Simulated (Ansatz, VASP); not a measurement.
# Cross-check of Sb between VASP and Ansatz

Aim: how closely do two programs agree when they are given the same cell, functional and k mesh? The cell is taken from a series of runs on this material, whose earlier steps may have relaxed, scaled, displaced or heated it; both programs get it as it stands.

Program: Ansatz 0.2.0. Level of theory: plane waves, with VASP 6.6.1 beside it; G0W0 gap at PBE. Results are calculated unless marked as measured.

## 1. The structure

The cell holds 2 atoms: 2 Sb. Cell: a = 4.128 Å, b = 4.128 Å, c = 26.500 Å, α = 90.0°, β = 90.0°, γ = 120.0°. Vacuum lies along c.

## 2. VASP: G0W0 gap, PBE

Quasiparticle shifts depend on high empty states and on the cores, so they are the hardest test of two PAW sets.

Lines of VASP's logs that name or quote its potential files are left out, and so is its time.

The run reads the wave functions of an earlier VASP run, which isn't shown here.

INCAR

```
SYSTEM = Sb
PREC = Accurate
ENCUT = 300
ISMEAR = 0
SIGMA = 0.01
LREAL = .FALSE.
GGA = PE
NBANDS = 432
ALGO = EVGW0
NELMGW = 1
ENCUTGW = 60
NOMEGA = 64
PRECFOCK = Fast
NBANDSGW = 24
LWAVE = .FALSE.
LCHARG = .FALSE.
```

POSCAR

```
Sb
1.0
    4.1283865035      0.0000000000      0.0000000000
   -2.0641932518      3.5752875887      0.0000000000
    0.0000000000      0.0000000000     26.5000000000
Sb
2
Direct
    0.3333333333      0.6666666667      0.4692633505
    0.6666666667      0.3333333333      0.5307366495
```

KPOINTS

```
Automatic mesh
0
Gamma
6 6 1
0 0 0
```

PAW data sets: Sb_d_GW (PBE family, release 64).

Started as:

```sh
$ mpirun -np 8 vasp_std
```

Numbers of over 12 decimals in the logs are rounded to 6 here.

The log of the run:

```text
[banner, memory and clock lines left out]
running    8 mpi-ranks, on    1 nodes
 distrk:  each k-point on    8 cores,    1 groups
 distr:  one band on    1 cores,    8 groups

 POSCAR found type information on POSCAR Sb
 POSCAR found :  1 types and       2 ions
|                                                                             |
|           W    W    AA    RRRRR   N    N  II  N    N   GGGG   !!!           |
|           W    W   A  A   R    R  NN   N  II  NN   N  G    G  !!!           |
|           W    W  A    A  R    R  N N  N  II  N N  N  G       !!!           |
|           W WW W  AAAAAA  RRRRR   N  N N  II  N  N N  G  GGG   !            |
|           WW  WW  A    A  R   R   N   NN  II  N   NN  G    G                |
|           W    W  A    A  R    R  N    N  II  N    N   GGGG   !!!           |
|                                                                             |
|     For optimal performance we recommend to set                             |
|       NCORE = 2 up to number-of-cores-per-socket                            |
|     NCORE specifies how many cores store one orbital (NPAR=cpu/NCORE).      |
|     This setting can greatly improve the performance of VASP for DFT.       |
|     The default, NCORE=1 might be grossly inefficient on modern             |
|     multi-core architectures or massively parallel machines. Do your        |
|     Unfortunately you need to use the default for GW and RPA                |
|     calculations (for HF NCORE is supported but not extensively tested      |
|     yet).                                                                   |
|                                                                             |

|                                                                             |
|           W    W    AA    RRRRR   N    N  II  N    N   GGGG   !!!           |
|           W    W   A  A   R    R  NN   N  II  NN   N  G    G  !!!           |
|           W    W  A    A  R    R  N N  N  II  N N  N  G       !!!           |
|           W WW W  AAAAAA  RRRRR   N  N N  II  N  N N  G  GGG   !            |
|           WW  WW  A    A  R   R   N   NN  II  N   NN  G    G                |
|           W    W  A    A  R    R  N    N  II  N    N   GGGG   !!!           |
|                                                                             |
|     The default for ENCUTGWSOFT is different in this version of VASP.       |
|     please manually set ENCUTGWSOFT =60 in the INCAR file.                  |
|                                                                             |

 LDA part: xc-table for (Slater+PW92), standard interpolation
 found WAVECAR, reading the header
 POSCAR, INCAR and KPOINTS ok, starting setup
 FFT: planning ... GRIDC
 FFT: planning ... GRID_SOFT
 FFT: planning ... GRID
 reading WAVECAR
 the WAVECAR file was read successfully
 initial charge from wavefunction
 available memory per node:     65.99 GB, setting MAXMEM to     67573

 The Fermi energy was updated, please check that it is located mid-gap
 values below the HOMO (VB) or above the LUMO (CB) will cause erroneous energies
 E-fermi :  -2.7294

 calculate exact exchange contribution
 the WAVEDER file was read successfully
energies w=
    0.000    0.000    0.586    0.000    1.170    0.000    1.752    0.000
    2.331    0.000    2.905    0.000    3.474    0.000    4.036    0.000
    4.593    0.000    5.142    0.000    5.684    0.000    6.219    0.000
    6.747    0.000    7.268    0.000    7.782    0.000    8.291    0.000
    8.794    0.000    9.292    0.000    9.786    0.000   10.276    0.000
   10.764    0.000   11.251    0.000   11.736    0.000   12.222    0.000
   12.709    0.000   13.198    0.000   13.690    0.000   14.188    0.000
   14.691    0.000   15.201    0.000   15.720    0.000   16.250    0.000
   16.791    0.000   17.346    0.000   17.918    0.000   18.507    0.000
   19.118    0.000   19.751    0.000   20.412    0.000   21.102    0.000
   21.827    0.000   22.591    0.000   23.399    0.000   24.257    0.000
   25.172    0.000   26.153    0.000   27.209    0.000   28.352    0.000
   29.596    0.000   30.957    0.000   32.455    0.000   34.117    0.000
   35.973    0.000   38.061    0.000   40.433    0.000   43.151    0.000
   46.303    0.000   50.002    0.000   54.405    0.000   59.737    0.000
   66.324    0.000   74.663    0.000   85.553    0.000  100.359    0.000
 responsefunction array rank=     440
 LDA part: xc-table for (Slater+PW92), standard interpolation

 min. memory requirement per mpi rank    497.2 MB, per node   3977.4 MB

 allocating   8 responsefunctions rank=   440
 shmem allocating  64 responsefunctions rank=   440
 response function shared by NCSHMEM nodes    1
 Doing            8  frequencies on each core in blocks of           64
NQ=   1    0.0000    0.0000    0.0000,
|.........|.........|.........|.........|.........|.........|.........|.........
 performed        595000 updates of chi_q(r,r)
 total number of BLAS operations        901.49 Gflops
NQ=   2    0.1667    0.0000    0.0000,
|.........|.........|.........|.........|.........|.........|.........|.........
 performed       1667000 updates of chi_q(r,r)
 total number of BLAS operations       2465.78 Gflops
NQ=   3    0.3333    0.0000    0.0000,
|.........|.........|.........|.........|.........|.........|.........|.........
 performed       2739000 updates of chi_q(r,r)
 total number of BLAS operations       3922.10 Gflops
NQ=   4    0.5000   -0.0000    0.0000,
|.........|.........|.........|.........|.........|.........|.........|.........
 performed       3541000 updates of chi_q(r,r)
 total number of BLAS operations       4980.84 Gflops
NQ=   5    0.1667    0.1667    0.0000,
|.........|.........|.........|.........|.........|.........|.........|.........
 performed       4613000 updates of chi_q(r,r)
 total number of BLAS operations       6388.10 Gflops
NQ=   6    0.3333    0.1667    0.0000,
|.........|.........|.........|.........|.........|.........|.........|.........
 performed       5809000 updates of chi_q(r,r)
 total number of BLAS operations       7974.16 Gflops
NQ=   7    0.3333    0.3333    0.0000,
|.........|.........|.........|.........|.........|.........|.........|.........
 performed       6508000 updates of chi_q(r,r)
 total number of BLAS operations       8932.87 Gflops
 resolving degeneracies of screened two electron integrals

 calculate QP shifts <psi_nk| G(iteration)W_0 |psi_nk>: iteration 1
 entering main loop
```

Parts of OUTCAR (step 2):

```text
ion  position               nearest neighbor table
   1  0.333  0.667  0.469-   2 2.89   2 2.89   2 2.89
   2  0.667  0.333  0.531-   1 2.89   1 2.89   1 2.89

  LATTYP: Found a hexagonal cell.
 ALAT       =     4.1283865035
 C/A-ratio  =     6.4189726368

 Subroutine GETGRP returns: Found 12 space group operations
 (whereof 12 operations were pure point group operations)

The static configuration has the point symmetry D_3d.

 Found      7 irreducible k-points:

   k-points           NKPTS =      7   k-points in BZ     NKDIM =     36   number of bands    NBANDS=    432

   dimension x,y,z NGX =    24 NGY =   24 NGZ =  150
   dimension x,y,z NGXF=    48 NGYF=   48 NGZF=  300

   ENCUT  =  300.0 eV  22.05 Ry    4.70 a.u.   5.83  5.83 37.43*2*pi/ulx,y,z

   NELECT =      30.0000    total number of electrons

  energy-cutoff  :      300.00
  volume of cell :      391.14
      direct lattice vectors                 reciprocal lattice vectors
     4.128386503  0.000000000  0.000000000     0.242225383  0.139848890  0.000000000
    -2.064193252  3.575287589  0.000000000     0.000000000  0.279697780  0.000000000
     0.000000000  0.000000000 26.500000000     0.000000000  0.000000000  0.037735849

 k-points in reciprocal lattice and weights: Automatic mesh
   0.00000000  0.00000000  0.00000000       0.028
   0.16666667  0.00000000  0.00000000       0.167
   0.33333333  0.00000000  0.00000000       0.167
   0.50000000 -0.00000000  0.00000000       0.083
   0.16666667  0.16666667  0.00000000       0.167
   0.33333333  0.16666667  0.00000000       0.333
   0.33333333  0.33333333  0.00000000       0.056

 E-fermi :  -2.7294

 QP shifts <psi_nk| G(iteration)W_0 |psi_nk>: iteration 1
 for sc-GW calculations column KS-energies equals QP-energies in previous step
 and V_xc(KS)=  KS-energies - (<T + V_ion + V_H > + <T+V_H+V_ion>^1  + <V_x>^1)
 k-point   1 :       0.0000    0.0000    0.0000
  band No.  KS-energies  QP-energies   sigma(KS)   V_xc(KS)     V^pw_x(r,r')   Z            occupation Imag(sigma)
    ...
     12      -9.6563     -10.0660     -11.8907     -11.3058     -15.2252       0.7005       2.0000       0.7064
     13      -3.9346      -4.6084     -10.1407      -9.2187     -10.9634       0.7308       2.0000       0.0878
     14      -3.3966      -3.8411     -12.0505     -11.4616     -12.4713       0.7548       2.0000       0.0454
     15      -3.3966      -3.8411     -12.0505     -11.4616     -12.4713       0.7548       2.0000       0.0454
     16      -1.8169      -1.1331      -9.2228     -10.1188      -6.4349       0.7632       0.0000      -0.1125
     17      -0.5967       0.0961      -9.8066     -10.7576      -6.7554       0.7284       0.0000      -0.1561
     18      -0.5967       0.0961      -9.8066     -10.7576      -6.7554       0.7284       0.0000      -0.1561
     19       0.9376       0.9082      -2.6093      -2.5742      -0.9126       0.8379       0.0000      -0.0917
    ...

 k-point   2 :       0.1667    0.0000    0.0000
  band No.  KS-energies  QP-energies   sigma(KS)   V_xc(KS)     V^pw_x(r,r')   Z            occupation Imag(sigma)
    ...
     12      -9.6866     -10.0691     -12.1588     -11.6084     -15.4412       0.6950       2.0000       0.6611
     13      -5.1548      -5.7207     -11.2265     -10.4548     -12.2433       0.7333       2.0000       0.1093
     14      -3.9347      -4.4233     -11.8478     -11.1981     -12.4393       0.7520       2.0000       0.0585
     15      -3.8498      -4.4928     -10.4771      -9.6068     -11.2567       0.7388       2.0000       0.0804
     16      -1.5927      -0.9944      -9.0177      -9.8146      -6.2737       0.7509       0.0000      -0.1194
     17      -0.1154       0.6019      -9.9170     -10.9103      -6.6951       0.7222       0.0000      -0.1855
     18      -0.1047       0.5585      -9.0024      -9.8965      -5.8983       0.7418       0.0000      -0.1710
     19       1.2737       1.2805      -2.9379      -2.9460      -1.1107       0.8303       0.0000      -0.1045
    ...

 k-point   3 :       0.3333    0.0000    0.0000
  band No.  KS-energies  QP-energies   sigma(KS)   V_xc(KS)     V^pw_x(r,r')   Z            occupation Imag(sigma)
    ...
     12     -10.2589     -10.6237     -12.5525     -12.0285     -15.9988       0.6961       2.0000       0.6428
     13      -6.3454      -7.0001     -10.7487      -9.8243     -12.4883       0.7083       2.0000       0.2144
     14      -4.6522      -5.1932     -11.7021     -10.9680     -12.6106       0.7368       2.0000       0.0821
     15      -4.1888      -4.7659     -11.0884     -10.3003     -11.9085       0.7323       2.0000       0.0868
     16      -2.0622      -1.5835      -8.3890      -9.0216      -5.8455       0.7568       0.0000      -0.1070
     17      -0.2760       0.2465      -8.2703      -8.9749      -5.0805       0.7416       0.0000      -0.1655
     18       0.1959       0.8980      -9.6470     -10.6269      -6.2952       0.7166       0.0000      -0.2084
     19       2.0254       2.1102      -3.4990      -3.6032      -1.3429       0.8143       0.0000      -0.1415
    ...

 k-point   4 :       0.5000   -0.0000    0.0000
  band No.  KS-energies  QP-energies   sigma(KS)   V_xc(KS)     V^pw_x(r,r')   Z            occupation Imag(sigma)
    ...
     12     -11.1339     -11.5559     -12.3952     -11.7897     -16.2491       0.6969       2.0000       0.7536
     13      -6.2908      -6.9118     -10.9527     -10.0782     -12.6414       0.7101       2.0000       0.2119
     14      -4.9287      -5.4899     -11.6604     -10.8975     -12.6976       0.7357       2.0000       0.0923
     15      -4.8101      -5.4288     -10.8438      -9.9883     -11.8854       0.7233       2.0000       0.1147
     16      -1.7253      -1.2003      -8.7459      -9.4419      -5.9649       0.7541       0.0000      -0.1174
     17      -0.8809      -0.4099      -8.0476      -8.6812      -5.2178       0.7435       0.0000      -0.1433
     18       0.1858       0.8741      -9.4727     -10.4292      -6.1281       0.7196       0.0000      -0.2059
     19       1.7593       2.0110      -5.9703      -6.2984      -2.8551       0.7670       0.0000      -0.1924
    ...

[... 3 further parts left out ...]
```

(Continued in part 2 of 2.)

[Lines on the potential files, build, host, timing and source positions are cut from VASP's logs without a mark.]

[Logs are printed without paths, hosts, clocks, repeated set-up lines and the standing remarks that a program may print on its own settings, such as how far it seeks lower states.]

[Hosts, paths, dates, database ids (printed as entryN), source tags and the programs' standing remarks are cut or masked in the printed files.]
